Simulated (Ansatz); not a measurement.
**4 guesses for TiO₂ and where they end**

Theory: Ansatz 0.2.0, DFT PBE, scalar-relativistic, plane waves, PAW. Settings: cutoff 420 eV, Γ-centred meshes spaced at most about 0.3 Å⁻¹ (2π included), Gaussian smearing. No spin polarisation in the final relaxations.

Each guess was relaxed in cell and atoms at zero pressure, within the symmetry of its start. Temperature and zero-point effects are left out. Coordination counts O atoms around Ti (those within 1.25 times the shortest such distance or 1.15 times the sum of covalent radii).

```tsv
guess	made from	start group	V start (Å³/atom)	end group	V end (Å³/atom)	coordination at the end	gap on mesh (eV)	E over the lowest end (meV/atom)
1	a cell as deposited in COD	I4_1/amd	11.4	I4_1/amd (anatase)	11.7	Ti 6	2.13	0
2	random cell	P-6m2	12.0	P-6m2	14.4	Ti 6	1.10	597
3	a cell as deposited in COD	P4_2/mnm	10.4	P4_2/mnm (rutile)	10.6	Ti 6	1.86	32
4	random cell	P3m1	11.1	?	?	?	?	?
```

Guess 4 as it starts:

```
Ti O
1.0
     3.01467    0.00000    0.00000
    -1.50734    2.61078    0.00000
     0.00000    0.00000    4.21978
Ti O
1 2
Direct
  0.00000 0.00000 0.77815
  0.33333 0.66667 0.98359
  0.66667 0.33333 0.54698
```

Question: Predict the end of this guess and its energy over the lowest end.

Answer: It ends in the cadmium iodide type, space group P-3m1 (No. 164), with a = 2.990 Å, c = 5.512 Å, 14.2 Å³/atom and a gap of 2.66 eV; its coordination is Ti 6. It lies 143 meV/atom over the lowest end, above guess 3 and below guess 2. Counting O atoms around Ti, this end and the lowest (guess 1) both have Ti 6.

```yaml
crystal:
  lattice:
    - [2.98955, 0.00000, 0.00000]
    - [-1.49478, 2.58903, 0.00000]
    - [0.00000, 0.00000, 5.51168]
  atoms:
    - { symbol: Ti, position: [0.00000, 0.00000, 0.50000] }
    - { symbol: O, position: [0.33333, 0.66667, 0.67504] }
    - { symbol: O, position: [0.66667, 0.33333, 0.32496] }
```

The zero of energy is the elements' standard structures at the same level (O₂ as a molecule); no fitted shifts are applied.

Question: Is the lowest end bound against the elements?

Answer: Yes: its formation energy is −3.049 eV/atom. A negative formation energy is needed for stability but isn't enough: competing phases decide.

No dispersion correction is applied, so the spacing and binding between layers, chains or molecules are poorly described (P-3m1, P-6m2), and this can change margins and order among such cells. Kohn–Sham gaps at this level usually fall short of measured ones. With atoms moved at random, I4_1/amd came back. Other cells relaxed within their symmetry can be saddle points. Some candidate types were left out of the draw beforehand, so a known form may be missing.

All four ends have six-coordinate titanium, so the energy order must come from the shape and linking of the polyhedra, not from coordination number. In anatase and rutile, octahedra join into a three-dimensional framework with oxygen in nearly planar sites among three cations. The cadmium iodide type instead puts oxygen on the faces of layers, an arrangement that suits polarisable anions such as sulfide better than oxide, which probably explains much of its 143 meV/atom penalty. The P-6m2 end, at 597 meV/atom, is probably trigonal prismatic: eclipsed oxygens repel each other, and d⁰ titanium has no electrons to fill the low-lying d band that stabilises prisms in d² compounds. That same low band would account for its small gap.

Anatase falls below rutile here, whereas rutile is the stable bulk form under ambient conditions. The likely cause is the semilocal functional's bias towards the more open framework, with missing dispersion a possible contributor. The calculation therefore supports a preference for frameworks over the prismatic form, but not anatase as the ground state.
